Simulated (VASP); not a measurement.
# Ca (I4/mmm) in VASP: further runs, part 2 of 2

VASP 6.6.1.

## (4) Single point, PBEsol (strained and moved within a subgroup)

File INCAR:

```
  PREC = Accurate
  ENCUT = 520
  EDIFF = 1E-6
  ISMEAR = 0
  SIGMA = 0.1
  LREAL = False
  LASPH = True
  NELM = 100
  ALGO = Fast
  ISIF = 2
  LWAVE = False
  LCHARG = False
  GGA = PS
  NBANDS = 11
```

File KPOINTS:

```
regular mesh
0
Gamma
  12 12 12
```

File POSCAR:

```
Ca
1.0
   -2.2463825160      2.2519015620      2.1321011170
    2.2708033127     -2.2366166029      2.1412747694
    2.1669069312      2.1571410182     -2.1167528909
Ca
1
Direct
    0.5000000000      0.5000000000      0.0000000000
```

Potentials or basis: VASP PAW PBE potentials, release 64 (Ca_sv).

Command:

```
> cat potpaw_PBE.64/Ca_sv/POTCAR > POTCAR
> mpirun -np 1 vasp_std > vasp.out
```

OUTCAR:

```text
PREC = Accurate
   ENCUT = 520
   EDIFF = 1E-6
   ISMEAR = 0
   LREAL = False
   LASPH = True
   NELM = 100
   ISIF = 2
   GGA = PS

 ion  position               nearest neighbor table
   1  0.500  0.500  0.000-

  LATTYP: Found a triclinic cell.
 ALAT       =     9.7735994108
 B/A-ratio  =     0.6261123082
 C/A-ratio  =     0.3851827030
 COS(alpha) =     0.0058376149
 COS(beta)  =     0.2601448402
 COS(gamma) =     0.9490637222

  Lattice vectors:

[... 517 lines left out ...]
      9       5.7109      0.00000
     10       6.3243      0.00000
     11       7.4056      0.00000

 [... further k-points ...]

------------------------ aborting loop because EDIFF is reached ----------------------------------------

  FORCE on cell =-STRESS in cart. coord.  units (eV):
  Direction    XX          YY          ZZ          XY          YZ          ZX
  --------------------------------------------------------------------------------------
  -------------------------------------------------------------------------------------
  Total       -0.1367409     -0.1446151     -0.1417987      0.1149547     -0.0257356     -0.0352382
  in kB       -5.2423291     -5.5442078     -5.4362355      4.4070954     -0.9866441     -1.3509506
  external PRESSURE =      -5.4075908 kB  Pullay stress =       0.0000000 kB

 VOLUME and BASIS-vectors are now :
 -----------------------------------------------------------------------------
  energy-cutoff  :      520.00
  volume of cell :       41.79
      direct lattice vectors                 reciprocal lattice vectors
    -2.246382516  2.251901562  2.132101117     0.002759745  0.226044628  0.233182746
     2.270803313 -2.236616603  2.141274769     0.224113343  0.003229676  0.232714752
     2.166906931  2.157141018 -2.116752891     0.229489377  0.230950732 -0.002137511

 POSITION                                       TOTAL-FORCE (eV/Angst)
 -----------------------------------------------------------------------------------
      0.01221      0.00764      2.13669        -0.000000     -0.000000      0.000000
 -----------------------------------------------------------------------------------
    total drift:                                0.000000     -0.000000      0.000000

  FREE ENERGIE OF THE ION-ELECTRON SYSTEM (eV)
  ---------------------------------------------------
  free  energy   TOTEN  =        -2.1162150069 eV

  energy  without entropy=       -2.1077895890  energy(sigma->0) =       -2.11200230
```

stdout:

```text
POSCAR found type information on POSCAR Ca
 POSCAR found :  1 types and       1 ions
 scaLAPACK will be used
 -----------------------------------------------------------------------------
|                                                                             |
|                                                                             |
|     You enforced a specific xc type in the INCAR file but a different       |
[... 22 lines left out ...]
WARNING in EDDRMM: call to ZHEGV failed, returncode =   8  4      7
WARNING in EDDRMM: call to ZHEGV failed, returncode =   6  3      8
WARNING in EDDRMM: call to ZHEGV failed, returncode =   8  4      6
WARNING in EDDRMM: call to ZHEGV failed, returncode =   6  3      5
WARNING in EDDRMM: call to ZHEGV failed, returncode =   6  3      9
WARNING in EDDRMM: call to ZHEGV failed, returncode =   8  4     11
WARNING in EDDRMM: call to ZHEGV failed, returncode =   6  3      8
```

Run time: 2.6 min. Hardware: 1 thread of Intel Xeon 6975P-C (Granite Rapids), shared host; peak memory 0.48 GiB.

Results:

* Free energy: -2.1162 eV
* Pressure: -0.5 GPa
* Band gap on the k mesh: none (metal or under the smearing width)

Stress tensor (GPa, compression positive):
```
-0.52  0.44 -0.14
 0.44 -0.55 -0.10
-0.14 -0.10 -0.54
```

Levels at points of the mesh, in eV from the Fermi level:
```csv
k point,band 2,band 3,band 4,band 5,band 6,band 7,band 8,band 9
"(0.00, 0.00, 0.00)",-22.87,-22.86,-22.86,-4.11,2.15,2.24,2.45,3.27
"(0.50, 0.00, 0.00)",-23.01,-22.91,-22.87,-0.92,0.00,1.22,3.34,3.71
"(0.00, 0.50, 0.00)",-23.01,-22.91,-22.87,-0.94,-0.03,1.25,3.31,3.71
"(0.50, 0.50, 0.00)",-23.00,-22.91,-22.86,-1.07,-0.22,1.41,3.21,3.67
"(0.00, 0.00, 0.50)",-23.03,-22.92,-22.85,-0.90,0.02,1.48,3.06,3.50
"(0.50, 0.00, 0.50)",-23.02,-22.91,-22.86,-0.89,0.05,1.27,3.26,3.66
"(0.00, 0.50, 0.50)",-23.02,-22.91,-22.87,-0.88,0.05,1.23,3.31,3.68
"(0.50, 0.50, 0.50)",-22.99,-22.97,-22.95,-0.01,0.05,3.70,3.81,4.08
```

Caveat: the PAW data sets were made with another functional, which shifts forces and pressure a little.

## (5) Single point, PBEsol (Ca replaced by Mg, lengths x 0.881, strained and moved within the space group)

File INCAR:

```
PREC = Accurate
ENCUT = 520
EDIFF = 1E-6
ISMEAR = 0
SIGMA = 0.1
LREAL = F
LASPH = T
NELM = 100
ALGO = Normal
ISIF = 2
LWAVE = F
LCHARG = F
GGA = PS
NBANDS = 7
```

File KPOINTS:

```
Automatic mesh
0
Gamma
  6 6 6
```

File POSCAR:

```
Mg
1.0
   -1.9369761834      1.9369761834      1.9289917577
    1.9369761834     -1.9369761834      1.9289917577
    1.9369761834      1.9369761834     -1.9289917577
Mg
1
Direct
    0.5000000000      0.5000000000      0.0000000000
```

Potentials or basis: VASP PAW PBE potentials, release 64 (Mg).

Command:

```
> cat potpaw_PBE.64/Mg/POTCAR > POTCAR
> mpirun -np 1 vasp_std > vasp.out
```

It took 2.8 s on 1 thread of Intel Xeon 6975P-C (Granite Rapids), shared host; peak memory 0.15 GiB.

The run converged. Its results:

| Property | Result |
| --- | --- |
| Free energy | -1.5644 eV |
| Pressure | -5.7 GPa |
| Band gap on the k mesh | none (metal or under the smearing width) |

Stress tensor (GPa, compression positive):
```
-5.71  0.00  0.00
 0.00 -5.71  0.00
 0.00  0.00 -5.58
```

Levels at points of the mesh, in eV from the Fermi level:
| k point | band 1 | band 2 | band 3 | band 4 | band 5 |
| --- | --- | --- | --- | --- | --- |
| (0.00, 0.00, 0.00) | -6.09 | 11.40 | 11.47 | 11.47 | 12.19 |
| (0.50, 0.00, 0.00) | -1.23 | -1.04 | 7.59 | 7.72 | 8.64 |
| (0.50, 0.50, 0.00) | -1.25 | -1.07 | 7.64 | 7.78 | 8.71 |
| (0.50, 0.50, 0.50) | 3.13 | 3.13 | 3.21 | 3.81 | 3.84 |

Caveat: the k mesh is coarse (spacing up to 0.38 Å⁻¹), so the values aren't converged; the PAW data sets were made with another functional, which shifts forces and pressure a little.

## (6) Overview

| potentials or basis | cell | k mesh | mesh quality | gap on the mesh (eV) | pressure (GPa) |
| --- | --- | --- | --- | --- | --- |
| VASP PAW PBE potentials, release 64 (Ca_sv) | strained and moved within a subgroup | 14 × 14 × 14 | not flagged | none | -2.5 |
| VASP PAW PBE potentials, release 64 (Ca_sv) | strained and moved within the space group | 14 × 14 × 14 | not flagged | none | -1.2 |
| VASP PAW PBE potentials, release 64 (Ca_sv) | strained and moved within a subgroup | 12 × 12 × 12 | not flagged | none | -0.5 |
| VASP PAW PBE potentials, release 64 (Mg) | Ca replaced by Mg, lengths x 0.881, strained and moved within the space group | 6 × 6 × 6 | coarse | none | -5.7 |

Alike in all rows: task single point; level PBEsol; no spin polarisation; cutoff (eV) 520; smearing gaussian 0.1 eV.

Caveats: some runs use coarse meshes; the PAW data sets were made with another functional, which shifts forces and pressure a little.

Absolute energies hang on the potentials; compare differences alone.
